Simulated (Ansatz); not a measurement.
# MoP (P-6m2) in Ansatz: further runs

The runs below take MoP through relaxation of cell and atoms, with PBEsol.

All numbers are computed with Ansatz 0.2.0; they aren't measurements. Logs are shortened: lines on timing, memory, paths and dates and some standing lists are left out, and cuts for length are marked.

**1. The structure**

The structure is hexagonal, space group P-6m2 (No. 187). The conventional cell has a = 3.223 Å, b = 3.223 Å, c = 3.191 Å, α = 90.00°, β = 90.00°, γ = 120.00°. Around Mo (site symmetry -6m2) lie 6 P at 2.45 Å. P (site symmetry -6m2) has 6 Mo at 2.45 Å as nearest neighbours.

**2. Relaxation of cell and atoms, PBEsol, target pressure 20 GPa, at which the enthalpy is minimised**

File input.yaml:

```yaml
crystal:
  lattice:
    - [3.223, 0.0, 0.0]
    - [-1.6115, 2.7911998764, 0.0]
    - [0.0, 0.0, 3.191]
  atoms:
    - { symbol: Mo, position: [0.0, 0.0, 0.0] }
    - { symbol: P, position: [0.3333333333, 0.6666666667, 0.5] }
kpoints:
  mp_grid: { grid: [10, 10, 8] }
scf:
  occupations: { method: fermi_dirac, width: 0.05 }
hamiltonian:
  xc: pbesol
  pseudopotentials: { kind: all_electron, lapw: { basis_error: 0.001 } }
output:
  forces: true
  stress: true
relax:
  f_tol: 0.005
  max_steps: 60
  cell: { p_target: 20 }
```

Potentials or basis: all-electron LAPW, scalar-relativistic.

The run is started by

```
$ ansatz run input.yaml --threads 1 --pin off --max-ram 3072MiB --backend cpu --events-out ev --progress --plain --runs-dir out
```

Output:

```text
Warning: RAYON_NUM_THREADS=1 ignored (pool sized by the plan → 1); use --threads N
The last accepted step is kept in <dir> (removed where the run ends without a failure and the disk answers)
LAPW: plane waves up to 8.467 Å⁻¹, error target 1.0e-3 eV per atom; small_component_spin mean_spin; P in spheres of 1.067 Å, 13 of its electrons in bands, Dirac shells []; Mo in spheres of 1.311 Å, 30 of its electrons in bands, Dirac shells [] (how accurate: hamiltonian.pseudopotentials.lapw.basis_error, Limitations)
Engine: ansatz 0.2.0, aarch64-unknown-linux-gnu
Pseudopotentials: kind: all_electron
Pseudopotential: Mo, LAPW, valence charge 30, lapw/all_electron/scalar/gaussian/Mo, Koelling and Harmon's equation, gaussian nucleus
Pseudopotential: P, LAPW, valence charge 13, lapw/all_electron/scalar/gaussian/P, Koelling and Harmon's equation, gaussian nucleus
Functional definition: PBEsol
  exchange = pbesol_x
  correlation = pbesol_c
Crystal: 2 atoms, lattice volume = 28.706 Å³
Basis set: ecut = 273.10917311111695 eV, 315 PW (Γ), exchange–correlation at level 2
Bands: 26, of which v1, the nominal top of the filled ones, is band 22 counted from 1 (21 counted from 0)
Symmetry: 12 space group operations
Space group: P-6m2 (ITA 187), of the structure as read, at distance tolerance 3.1e-5 Å
k-points: 70 of 800 (time reversal used)
Non-local potential: Mo, projectors of the file, none
Non-local potential: P, projectors of the file, none
Initial density: superposition of atomic densities (chi_scale 0.1, normalization cell, long waves kept (reshape's long-wave potential 0.00 eV rms))
Initial wavefunctions: plane waves of lowest kinetic energy (no species holds an atomic orbital)
Functional: x = pbesol(κ = 0.804, μ = 0.12345679012345678), c = pbesol(β = 0.046)
iter 1 solved again at ethr=4.06e-3 eV; its pass at ethr=1.00e-1 eV (dr2=1.74e0 eV) is discarded
SCF iter   1: F=—  HF=-119415.161242 eV  |F-HF|=—  |Δ(HF+E_count)|=         —  Δρ=6.85e-2  dr2=1.75e0  ethr=4.06e-3  ⟨swp⟩=2.0  Hψ=11614  notcnv=0
preconditioner: auto → none  [metal: Δε(μ)=0.038 eV  Ē_g=9.265 eV  σ=0.050 eV  W_gap=0.19  n_scr=8 (ndim 8)  ℏωp=23.0 eV  f_vac=0.000  D(μ)=0.63/eV (n_scr^D=2)  sad-step TF]
iter 2 solved again at ethr=1.49e-4 eV; its pass at ethr=4.06e-3 eV (dr2=6.41e-2 eV) is discarded
SCF iter   2: F=—  HF=-119414.240420 eV  |F-HF|=—  |Δ(HF+E_count)|=   9.21e-1  Δρ=1.84e-2  dr2=6.42e-2  ethr=1.49e-4  ⟨swp⟩=2.0  Hψ=9382  notcnv=0
SCF iter   3: F=—  HF=-119414.195532 eV  |F-HF|=—  |Δ(HF+E_count)|=         —  Δρ=1.10e-2  dr2=2.18e-2  ethr=1.49e-4  ⟨swp⟩=2.0  Hψ=5585  notcnv=0
the basis was enlarged: its passes take 229.2 KiB over the memory plan, 1 of 1 planned eigensolver slots
SCF iter   4: F=—  HF=-119414.191704 eV  |F-HF|=—  |Δ(HF+E_count)|=   3.83e-3  Δρ=8.06e-4  dr2=1.73e-4  ethr=5.07e-5  ⟨swp⟩=2.0  Hψ=5295  notcnv=0
SCF iter   5: F=—  HF=-119414.191474 eV  |F-HF|=—  |Δ(HF+E_count)|=   2.30e-4  Δρ=1.72e-4  dr2=5.96e-6  ethr=4.03e-7  ⟨swp⟩=2.2  Hψ=5316  notcnv=0
SCF iter   6: F=—  HF=-119414.191472 eV  |F-HF|=—  |Δ(HF+E_count)|=   1.69e-6  Δρ=4.32e-5  dr2=6.81e-7  ethr=1.38e-8  ⟨swp⟩=2.0  Hψ=5292  notcnv=0
SCF iter   7: F=-119414.191472 eV  HF=-119414.191472 eV  |F-HF|=2.93e-8  |Δ(HF+E_count)|=   2.41e-7  Δρ=5.67e-6  dr2=1.49e-8  ethr=1.58e-9  ⟨swp⟩=2.0  Hψ=5293  notcnv=0
SCF 1 converged in 7 iterations: F = -119414.191472 eV  dr2 = 1.49e-8
relax step   1: F+E_penalty+E_count = -119414.19147216 eV  Δ(F+E_penalty+E_count) = +0.000e0 eV  max|allowed force component| = 1.850e-17 eV/Å  Δτ_max = 0.0000 Å  P = -3.789 GPa  Ω = 28.706 Å³  (7 SCF iters, accepted)
Crystal: 2 atoms, lattice volume = 25.425 Å³
Basis set: ecut = 296.1303121078299 eV, 315 PW (Γ), exchange–correlation at level 2
Initial density: handed on by an earlier stage of this run
Initial wavefunctions: those handed on with the density
iter 1 solved again at ethr=2.27e-5 eV; its pass at ethr=1.00e-1 eV (dr2=9.78e-3 eV) is discarded
SCF iter   1: F=—  HF=-119413.955845 eV  |F-HF|=—  |Δ(HF+E_count)|=         —  Δρ=5.11e-3  dr2=9.56e-3  ethr=2.27e-5  ⟨swp⟩=3.7  Hψ=10122  notcnv=0
preconditioner: auto → none  [metal: Δε(μ)=0.107 eV  Ē_g=9.704 eV  σ=0.050 eV  W_gap=0.44  n_scr=8 (ndim 8)  ℏωp=24.4 eV  f_vac=0.000  D(μ)=0.44/eV (n_scr^D=0)]
SCF iter   2: F=—  HF=-119413.950275 eV  |F-HF|=—  |Δ(HF+E_count)|=   5.57e-3  Δρ=4.95e-3  dr2=9.41e-3  ethr=2.22e-5  ⟨swp⟩=3.0  Hψ=5826  notcnv=0
iter 3 solved again at ethr=4.80e-7 eV; its pass at ethr=2.19e-5 eV (dr2=2.07e-4 eV) is discarded
SCF iter   3: F=—  HF=-119413.946928 eV  |F-HF|=—  |Δ(HF+E_count)|=   3.35e-3  Δρ=1.03e-3  dr2=2.06e-4  ethr=4.80e-7  ⟨swp⟩=2.0  Hψ=8993  notcnv=0
SCF iter   4: F=—  HF=-119413.946797 eV  |F-HF|=—  |Δ(HF+E_count)|=   1.31e-4  Δρ=2.49e-4  dr2=9.10e-6  ethr=4.80e-7  ⟨swp⟩=3.0  Hψ=5382  notcnv=0
SCF iter   5: F=—  HF=-119413.946799 eV  |F-HF|=—  |Δ(HF+E_count)|=   2.23e-6  Δρ=3.03e-5  dr2=1.56e-7  ethr=2.12e-8  ⟨swp⟩=2.0  Hψ=5231  notcnv=0
SCF iter   6: F=-119413.946799 eV  HF=-119413.946799 eV  |F-HF|=4.07e-10  |Δ(HF+E_count)|=   3.34e-8  Δρ=2.25e-6  dr2=6.78e-10  ethr=3.62e-10  ⟨swp⟩=2.1  Hψ=5236  notcnv=0
SCF 2 converged in 6 iterations: F = -119413.946799 eV  dr2 = 6.78e-10
relax step   2: F+E_penalty+E_count = -119413.94679935 eV  Δ(F+E_penalty+E_count) = +2.447e-1 eV  max|allowed force component| = 2.891e-17 eV/Å  Δτ_max = 0.0000 Å  P = +30.328 GPa  Ω = 25.425 Å³  (6 SCF iters, accepted)
Crystal: 2 atoms, lattice volume = 26.377 Å³
Basis set: ecut = 288.9574703194346 eV, 315 PW (Γ), exchange–correlation at level 2
iter 1 solved again at ethr=6.11e-6 eV; its pass at ethr=1.00e-1 eV (dr2=2.63e-3 eV) is discarded
SCF iter   1: F=—  HF=-119414.096086 eV  |F-HF|=—  |Δ(HF+E_count)|=         —  Δρ=2.51e-3  dr2=2.54e-3  ethr=6.11e-6  ⟨swp⟩=3.6  Hψ=10287  notcnv=0
preconditioner: auto → none  [metal: Δε(μ)=0.058 eV  Ē_g=9.481 eV  σ=0.050 eV  W_gap=0.28  n_scr=8 (ndim 8)  ℏωp=24.0 eV  f_vac=0.000  D(μ)=0.42/eV (n_scr^D=0)]
SCF iter   2: F=—  HF=-119414.095147 eV  |F-HF|=—  |Δ(HF+E_count)|=   9.39e-4  Δρ=1.87e-3  dr2=1.32e-3  ethr=5.91e-6  ⟨swp⟩=3.0  Hψ=5485  notcnv=0
iter 3 solved again at ethr=1.29e-7 eV; its pass at ethr=3.08e-6 eV (dr2=5.53e-5 eV) is discarded
SCF iter   3: F=—  HF=-119414.094668 eV  |F-HF|=—  |Δ(HF+E_count)|=   4.79e-4  Δρ=5.23e-4  dr2=5.53e-5  ethr=1.29e-7  ⟨swp⟩=2.0  Hψ=8993  notcnv=0
SCF iter   4: F=—  HF=-119414.094646 eV  |F-HF|=—  |Δ(HF+E_count)|=   2.21e-5  Δρ=1.45e-4  dr2=3.05e-6  ethr=1.29e-7  ⟨swp⟩=3.0  Hψ=5364  notcnv=0
SCF iter   5: F=-119414.094646 eV  HF=-119414.094646 eV  |F-HF|=1.98e-8  |Δ(HF+E_count)|=   3.28e-7  Δρ=1.71e-5  dr2=3.46e-8  ethr=7.10e-9  ⟨swp⟩=2.0  Hψ=5234  notcnv=0
SCF 3 converged in 5 iterations: F = -119414.094646 eV  dr2 = 3.46e-8
relax step   3: F+E_penalty+E_count = -119414.09464622 eV  Δ(F+E_penalty+E_count) = -1.478e-1 eV  max|allowed force component| = 2.776e-17 eV/Å  Δτ_max = 0.0000 Å  P = +18.761 GPa  Ω = 26.377 Å³  (5 SCF iters, accepted)
Crystal: 2 atoms, lattice volume = 26.265 Å³
Basis set: ecut = 289.7805382234238 eV, 315 PW (Γ), exchange–correlation at level 2
iter 1 solved again at ethr=1.89e-7 eV; its pass at ethr=1.00e-1 eV (dr2=8.15e-5 eV) is discarded
SCF iter   1: F=—  HF=-119414.081479 eV  |F-HF|=—  |Δ(HF+E_count)|=         —  Δρ=4.81e-4  dr2=9.72e-5  ethr=1.89e-7  ⟨swp⟩=4.1  Hψ=10382  notcnv=0
preconditioner: auto → none  [metal: Δε(μ)=0.053 eV  Ē_g=9.497 eV  σ=0.050 eV  W_gap=0.25  n_scr=8 (ndim 8)  ℏωp=24.0 eV  f_vac=0.000  D(μ)=0.43/eV (n_scr^D=0)]
SCF iter   2: F=—  HF=-119414.081446 eV  |F-HF|=—  |Δ(HF+E_count)|=   3.36e-5  Δρ=2.70e-4  dr2=2.57e-5  ethr=1.89e-7  ⟨swp⟩=3.0  Hψ=5544  notcnv=0
iter 3 solved again at ethr=4.93e-9 eV; its pass at ethr=5.98e-8 eV (dr2=2.12e-6 eV) is discarded
SCF iter   3: F=—  HF=-119414.081437 eV  |F-HF|=—  |Δ(HF+E_count)|=   9.12e-6  Δρ=9.06e-5  dr2=2.12e-6  ethr=4.93e-9  ⟨swp⟩=2.0  Hψ=8990  notcnv=0
SCF iter   4: F=—  HF=-119414.081436 eV  |F-HF|=—  |Δ(HF+E_count)|=   8.79e-7  Δρ=3.17e-5  dr2=1.61e-7  ethr=4.93e-9  ⟨swp⟩=2.1  Hψ=5239  notcnv=0
SCF iter   5: F=-119414.081436 eV  HF=-119414.081436 eV  |F-HF|=9.46e-10  |Δ(HF+E_count)|=   2.25e-8  Δρ=5.08e-6  dr2=2.97e-9  ethr=3.75e-10  ⟨swp⟩=2.6  Hψ=5287  notcnv=0
SCF 4 converged in 5 iterations: F = -119414.081436 eV  dr2 = 2.97e-9
relax step   4: F+E_penalty+E_count = -119414.08143578 eV  Δ(F+E_penalty+E_count) = +1.321e-2 eV  max|allowed force component| = 6.476e-17 eV/Å  Δτ_max = 0.0000 Å  P = +19.919 GPa  Ω = 26.265 Å³  (5 SCF iters, accepted)
Crystal: 2 atoms, lattice volume = 26.258 Å³
Basis set: ecut = 289.8341579072191 eV, 315 PW (Γ), exchange–correlation at level 2
iter 1 solved again at ethr=4.62e-10 eV; its pass at ethr=1.00e-1 eV (dr2=1.98e-7 eV) is discarded
SCF iter   1: F=—  HF=-119414.080528 eV  |F-HF|=—  |Δ(HF+E_count)|=         —  Δρ=2.54e-5  dr2=2.26e-7  ethr=4.62e-10  ⟨swp⟩=4.9  Hψ=10345  notcnv=0
preconditioner: auto → none  [metal: Δε(μ)=0.048 eV  Ē_g=9.500 eV  σ=0.050 eV  W_gap=0.23  n_scr=8 (ndim 8)  ℏωp=24.0 eV  f_vac=0.000  D(μ)=0.43/eV (n_scr^D=0)]
SCF iter   2: F=-119414.080528 eV  HF=-119414.080528 eV  |F-HF|=1.16e-7  |Δ(HF+E_count)|=   6.69e-8  Δρ=1.69e-5  dr2=9.72e-8  ethr=4.62e-10  ⟨swp⟩=3.0  Hψ=5538  notcnv=0
SCF 5 converged in 2 iterations: F = -119414.080528 eV  dr2 = 9.72e-8
relax step   5: F+E_penalty+E_count = -119414.08052827 eV  Δ(F+E_penalty+E_count) = +9.075e-4 eV  max|allowed force component| = 7.401e-17 eV/Å  Δτ_max = 0.0000 Å  P = +20.000 GPa  Ω = 26.258 Å³  (2 SCF iters, accepted)
iter 1 solved again at ethr=3.07e-10 eV; its pass at ethr=1.00e-1 eV (dr2=1.32e-7 eV) is discarded
SCF iter   1: F=—  HF=-119414.080531 eV  |F-HF|=—  |Δ(HF+E_count)|=         —  Δρ=1.71e-5  dr2=9.74e-8  ethr=3.07e-10  ⟨swp⟩=4.9  Hψ=12030  notcnv=0  reapply=21
SCF iter   2: F=-119414.080531 eV  HF=-119414.080531 eV  |F-HF|=7.14e-8  |Δ(HF+E_count)|=   3.78e-9  Δρ=9.91e-6  dr2=3.90e-8  ethr=2.27e-10  ⟨swp⟩=2.7  Hψ=5315  notcnv=0
SCF 6 converged in 2 iterations: F = -119414.080531 eV  dr2 = 3.90e-8
relax step   6: F+E_penalty+E_count = -119414.08053088 eV  Δ(F+E_penalty+E_count) = -2.608e-6 eV  max|allowed force component| = 7.633e-17 eV/Å  Δτ_max = 0.0000 Å  P = +19.999 GPa  Ω = 26.258 Å³  stress off target by 1.47e-3 GPa  SCF on the basis re-selected at this cell (its energy is not comparable with the rows above)  (2 SCF iters)
basis re-selected at this cell: Δ(F+E_penalty+E_count) = -2.608e-6 eV, ΔP = -0.000 GPa vs the last step (what re-selecting the basis moved, after the strain that the cell walked since its last selection, with what the two solves' SCF thresholds leave and, on support functions, any second-order correction that the steps lacked; it is no measure of the basis error at this ecutwfc). This SCF's stress stands 1.47e-3 GPa from its target on what of the cell is left free (relax.cell.stress_tol is 5.00e-2 GPa) and its largest allowed force component is 7.63e-17 eV/Å (relax.f_tol is 5.00e-3 eV/Å): within both
SCF converged after 2 iterations
Free energy (F): -119414.080531 eV
Harris-Foulkes:  -119414.080531 eV  (|F-HF|=7.14e-8)
Internal energy: -119414.076925 eV  (E = F + TS)
E sigma→0 (E₀):  -119414.078728 eV
Entropy (-TS):   -0.003605 eV (-1.803 meV/atom)
Fermi energy:    21.207337 eV
--- Per-component energies (eV) ---
  E_band       = -4961.428659
  E_kinetic    = 123442.864198
  E_xc         = -3932.818071
  E_electrostatic = -238924.123053  (all electrons and nuclei)
  E_smearing   = -0.003605  (= −TS)
  E_closure    = 0.000000  (closes the sum)
  E_atoms      = -119395.156715  (free atoms, spherical and without spin; not in F)
  Σ components = -119414.080531   (vs F -119414.080531, Δ=0.00e0)
  Basis errors (estimates in eV, not in F): energy 4.1e-4 per atom: plane waves 3.8e-4 (2.1e-4 summed), levels above the bands 8.5e-53, relativity 1.5e-8, radial functions 3.7e-5, core shells 1.2e-6; eigenvalues (radial functions only) 7.6e-7; not estimated: angular momenta, meshes, grids; target (lapw.basis_error) 1.0e-3; muffin-tin radii P 1.035 Å, Mo 1.273 Å
--- Forces (eV/Å), atoms counted from 1 ---
  atom   1  Mo     0.00000000     0.00000000     0.00000000
  atom   2  P      0.00000000    -0.00000000    -0.00000000
  max |Σ_I F_I| component: 1.06e-16 eV/Å
--- Stress (GPa, compression-positive) ---
       19.998534       0.000000       0.000000
        0.000000      19.998534      -0.000000
        0.000000      -0.000000      20.000771
  P = ⅓ Tr σ = 19.9993 GPa (199.993 kbar)
--- Relaxed structure (5 steps of the walk, 5 accepted, 1 SCFs on fresh bases) ---
  F+E_penalty+E_count = -119414.08053088 eV   max|allowed force component| = 7.633e-17 eV/Å   (the final SCF, on the basis selected at the relaxed cell)
  cell:  # Å, volume = 26.2578 Å³
    - [3.113537065428933, -2.1624039820539142e-33, 0.0]
    - [-1.5567685327144665, 2.6964021942859078, 0.0]
    - [0.0, 0.0, 3.127659129829818]
  atoms:
    - { symbol: Mo, position: [0.0, -3.7007434155248937e-17, 0.0] }
    - { symbol: P, position: [0.33333333333333326, 0.6666666666666665, 0.5000000000000001] }
```

Run time: 2.2 min. Hardware: 1 thread of Arm Neoverse N1, shared host; peak memory 0.33 GiB.

What came out:

```yaml
Free_energy: -119414.0805 eV
Relaxed_volume: 13.13 Å³/atom
Relaxed_cell: a = 3.114 Å, b = 3.114 Å, c = 3.128 Å, α = 90.00°, β = 90.00°, γ = 120.00°
Space_group_after_relaxing_to_0.05_Å: P-6m2 (No. 187)
Energy_change_on_relaxing_the_enthalpy_is_what_falls: +55.5 meV/atom
Ionic_steps: 6
Pressure_after_relaxing: 20.0 GPa
```

Step by step:
| step | energy change (eV) | largest force (eV/Å) | volume (Å³) |
| --- | --- | --- | --- |
| 1 | 0.0000 | 0.0000 | 28.71 |
| 2 | 0.2447 | 0.0000 | 25.42 |
| 3 | 0.0968 | 0.0000 | 26.38 |
| 4 | 0.1100 | 0.0000 | 26.27 |
| 5 | 0.1109 | 0.0000 | 26.26 |
| 6 | 0.1109 | 0.0000 | 26.26 |

Final structure:
```
Mo P
1.0
     3.11354    0.00000    0.00000
    -1.55677    2.69640    0.00000
     0.00000    0.00000    3.12766
Mo P
1 1
Direct
  0.00000 0.00000 0.00000
  0.33333 0.66667 0.50000
```

**3. Relaxation of cell and atoms, PBEsol, target pressure 30 GPa, at which the enthalpy is minimised**

input.yaml, as its differences from that of step 2:

```diff
@@ -21,2 +21,2 @@
   max_steps: 60
-  cell: { p_target: 20 }
+  cell: { p_target: 30 }
```

Potentials or basis: all-electron LAPW, scalar-relativistic.

The run is started by

```
$ ansatz run input.yaml --threads 1 --pin off --max-ram 3072MiB --backend cpu --events-out ev --progress --plain --runs-dir out
```

Run time: 2.2 min. Hardware: 1 thread of Arm Neoverse N1, shared host; peak memory 0.33 GiB.

The run converged. Its results:

```
Free energy                                            : -119413.9609 eV
Relaxed volume                                         : 12.74 Å³/atom
Relaxed cell                                           : a = 3.076 Å, b = 3.076 Å, c = 3.110 Å, α = 90.00°, β = 90.00°, γ = 120.00°
Space group after relaxing (to 0.05 Å)                 : P-6m2 (No. 187)
Energy change on relaxing (the enthalpy is what falls) : +115.3 meV/atom
Ionic steps                                            : 6
Pressure after relaxing                                : 30.0 GPa
```

The path:
```
step  energy change (eV)  largest force (eV/Å)  volume (Å³)
   1              0.0000                0.0000        28.71
   2              0.2897                0.0000        25.19
   3              0.2210                0.0000        25.54
   4              0.2296                0.0000        25.49
   5              0.2306                0.0000        25.49
   6              0.2306                0.0000        25.49
```

Final structure:
```xyz
2
Lattice="3.0763 0.0000 0.0000 -1.5381 2.6641 0.0000 0.0000 0.0000 3.1099" Properties=species:S:1:pos:R:3 pbc="T T T"
Mo    0.0000    0.0000    0.0000
P     0.0000    1.7761    1.5549
```
